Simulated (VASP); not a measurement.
# S (R-3) in VASP: optical spectrum with BEEF-vdW

Aim: the optical spectrum of S with BEEF-vdW.

Everything below comes from runs of VASP 6.6.1. Logs are shortened: lines on timing, memory, paths and dates and some standing lists are left out, and cuts for length are marked.

### 1 The undisturbed crystal

It takes space group R-3 (No. 148, trigonal). The conventional cell has a = 10.818 Å, b = 10.818 Å, c = 4.280 Å, α = 90.00°, β = 90.00°, γ = 120.00°. S (site symmetry 1) is surrounded by 2 S at 2.06 Å.

This isn't the form of S at room conditions, which is orthorhombic, of S8 rings.

### 2 Optical spectrum, BEEF-vdW (volume scaled by 1.04)

INCAR

```
PREC = Accurate ; ENCUT = 520
EDIFF = 1E-4 ; ISMEAR = -5
SIGMA = 0.1 ; LREAL = F
LASPH = T ; NELM = 60
ALGO = Normal ; ISIF = 2
LWAVE = F ; LCHARG = F
GGA = BF ; LUSE_VDW = T
ZAB_VDW = -1.8867 ; LOPTICS = T
NBANDS = 42 ; NEDOS = 1000
CSHIFT = 0.1
```

KPOINTS

```
Automatic mesh
0
Gamma
  7 7 7
```

POSCAR

```
S
1.0
    5.4801792153      3.1639829451      1.4454407495
   -5.4801792153      3.1639829451      1.4454407495
    0.0000000000     -6.3279658903      1.4454407495
S
6
Direct
    0.8517000000      0.0827000000      0.7491000000
    0.0827000000      0.7491000000      0.8517000000
    0.7491000000      0.8517000000      0.0827000000
    0.1483000000      0.9173000000      0.2509000000
    0.9173000000      0.2509000000      0.1483000000
    0.2509000000      0.1483000000      0.9173000000
```

Potentials or basis: VASP PAW PBE potentials, release 64 (S).

Launch:

```bash
> cat potpaw_PBE.64/S/POTCAR > POTCAR
> mpirun -np 1 vasp_std > vasp.out
```

OUTCAR:

```text
PREC = Accurate
   ENCUT = 520
   EDIFF = 1E-4
   ISMEAR = -5
   LREAL = F
   LASPH = T
   NELM = 60
   ISIF = 2
   GGA = BF

 ion  position               nearest neighbor table
   1  0.852  0.083  0.749-   6 2.08   5 2.08
   2  0.083  0.749  0.852-   6 2.08   4 2.08
   3  0.749  0.852  0.083-   5 2.08   4 2.08
   4  0.148  0.917  0.251-   3 2.08   2 2.08
   5  0.917  0.251  0.148-   3 2.08   1 2.08
   6  0.251  0.148  0.917-   2 2.08   1 2.08

  LATTYP: Found a trigonal (rhomboedric) cell.
 ALAT       =     6.4909514918
 COS(alpha) =    -0.4256167551

  Lattice vectors:

 A1 = (   5.4801792153,   3.1639829451,   1.4454407495)
 A2 = (  -5.4801792153,   3.1639829451,   1.4454407495)
 A3 = (   0.0000000000,  -6.3279658903,   1.4454407495)

Analysis of symmetry for initial positions (statically):
=====================================================================
 Subroutine PRICEL returns:
 Original cell was already a primitive cell.

 Routine SETGRP: Setting up the symmetry group for a
 trigonal (rhombohedral) supercell.

 Subroutine GETGRP returns: Found  6 space group operations
 (whereof  6 operations were pure point group operations)
 out of a pool of 12 trial point group operations.

The static configuration has the point symmetry S_6 .

Analysis of symmetry for dynamics (positions and initial velocities):
=====================================================================
 Subroutine PRICEL returns:
 Original cell was already a primitive cell.

 Routine SETGRP: Setting up the symmetry group for a
[... 981 lines left out ...]
 -----------------------------------------------------------------------------
  energy-cutoff  :      520.00
  volume of cell :      150.38
      direct lattice vectors                 reciprocal lattice vectors
     5.480179215  3.163982945  1.445440749     0.091237892  0.052676222  0.230610167
    -5.480179215  3.163982945  1.445440749    -0.091237892  0.052676222  0.230610167
     0.000000000 -6.327965890  1.445440749     0.000000000 -0.105352443  0.230610167

 POSITION                                       TOTAL-FORCE (eV/Angst)
 -----------------------------------------------------------------------------------
      4.21426     -1.78385      2.43340         0.101330     -0.082019      0.259748
     -3.65199     -2.75773      2.43340        -0.121696     -0.046744      0.259748
     -0.56227      4.54158      2.43340         0.020366      0.128764      0.259748
     -4.21426      1.78385      1.90292        -0.101330      0.082019     -0.259748
      3.65199      2.75773      1.90292         0.121696      0.046744     -0.259748
      0.56227     -4.54158      1.90292        -0.020366     -0.128764     -0.259748
 -----------------------------------------------------------------------------------
    total drift:                               -0.000000      0.000000      0.000000

  FREE ENERGIE OF THE ION-ELECTRON SYSTEM (eV)
  ---------------------------------------------------
  free  energy   TOTEN  =       -15.3347871466 eV

  energy  without entropy=      -15.3347871466  energy(sigma->0) =      -15.33478715

Total vdW correction in eV:      5.6970852

 electrical conductivity sigma (Mega S m-1) (frequency dependency in vasprun.xml)
  --------------------------------------------------------------------------------------
       0.000       0.000       0.000
       0.000       0.000      -0.000
       0.000      -0.000       0.001

  frequency dependent IMAGINARY DIELECTRIC FUNCTION (independent particle, no local field effects) density-density
     E(ev)      X         Y         Z        XY        YZ        ZX
  --------------------------------------------------------------------------------------------------------------
     0.00000     0.00000     0.00000     0.00000     0.00000     0.00000     0.00000
     0.37227     0.01912     0.01912     0.00587    -0.00000    -0.00000    -0.00000
     0.74454     0.04051     0.04051     0.01237    -0.00000    -0.00000    -0.00000
     1.11680     0.06731     0.06731     0.02042    -0.00000    -0.00000    -0.00000
     1.48907     0.10544     0.10544     0.03185    -0.00000    -0.00000    -0.00000
     1.86134     0.16953     0.16953     0.05192    -0.00000    -0.00000     0.00000
[... 92 lines left out ...]
    36.48229     0.00123     0.00123     0.00126    -0.00000    -0.00000     0.00000
    36.85456     0.00119     0.00119     0.00121    -0.00000    -0.00000     0.00000

  frequency dependent      REAL DIELECTRIC FUNCTION (independent particle, no local field effects) density-density
     E(ev)        X           Y           Z          XY          YZ          ZX
  --------------------------------------------------------------------------------------------------------------
     0.00000     6.70026     6.70026     4.01353    -0.00000    -0.00000     0.00000
     0.37227     6.73543     6.73543     4.02435    -0.00000    -0.00000     0.00000
     0.74454     6.84499     6.84499     4.05791    -0.00000    -0.00000     0.00000
     1.11680     7.04264     7.04264     4.11807    -0.00000    -0.00000     0.00000
     1.48907     7.35778     7.35778     4.21338    -0.00000    -0.00000     0.00000
     1.86134     7.85355     7.85355     4.36366    -0.00000    -0.00000     0.00000
[... 92 lines left out ...]
    36.48229     0.79253     0.79253     0.79411     0.00000     0.00000    -0.00000
    36.85456     0.79705     0.79705     0.79871     0.00000     0.00000    -0.00000

  frequency dependent IMAGINARY DIELECTRIC FUNCTION (independent particle, no local field effects) current-current
     E(ev)      X         Y         Z        XY        YZ        ZX
  --------------------------------------------------------------------------------------------------------------
     0.00000    30.59870    30.59870    16.13986    -0.00000    -0.00000     0.00000
     0.37227     3.09759     3.09759     1.62556    -0.00000    -0.00000     0.00000
     0.74454     1.60930     1.60930     0.83124    -0.00000    -0.00000     0.00000
     1.11680     1.14877     1.14877     0.57712    -0.00000    -0.00000     0.00000
     1.48907     0.95920     0.95920     0.46225    -0.00000    -0.00000     0.00000
     1.86134     0.90654     0.90654     0.41262    -0.00000    -0.00000     0.00000
[... 92 lines left out ...]
    36.48229     0.00010     0.00010     0.00013    -0.00000    -0.00000    -0.00000
    36.85456     0.00009     0.00009     0.00012    -0.00000    -0.00000    -0.00000

  frequency dependent      REAL DIELECTRIC FUNCTION (independent particle, no local field effects) current-current
     E(ev)        X           Y           Z          XY          YZ          ZX
  --------------------------------------------------------------------------------------------------------------
     0.00000     6.68501     6.68501     4.00097    -0.00000    -0.00000     0.00000
     0.37227     6.71971     6.71971     4.01163    -0.00000    -0.00000     0.00000
     0.74454     6.82889     6.82889     4.04503    -0.00000    -0.00000     0.00000
     1.11680     7.02582     7.02582     4.10489    -0.00000    -0.00000     0.00000
     1.48907     7.33977     7.33977     4.19971    -0.00000    -0.00000     0.00000
     1.86134     7.83339     7.83339     4.34913    -0.00000    -0.00000     0.00000
[... 92 lines left out ...]
    36.48229     0.79295     0.79295     0.79488     0.00000     0.00000    -0.00000
    36.85456     0.79746     0.79746     0.79947     0.00000     0.00000    -0.00000
```

It took 6 min on 1 thread of AMD EPYC 7R43 (Zen 3), shared host; peak memory 0.95 GiB.

These settings aren't checked as converged (typed here: EDIFF = 0.0001; ISMEAR = -5; SIGMA = 0.1): the numbers below hold their error.

What came out:

- Free energy: -15.3348 eV
- Pressure: 0.5 GPa
- Largest force: 0.291 eV/Å
- Band gap on the k mesh: 2.21 eV, indirect (least direct gap 2.30 eV)

Caveat: spectra need much finer meshes, so this one isn't converged; independent-particle spectra lack excitons; the PAW data sets were made with another functional, which shifts forces and pressure a little; an odd mesh through Γ misses points on the zone boundary, where band edges often lie.
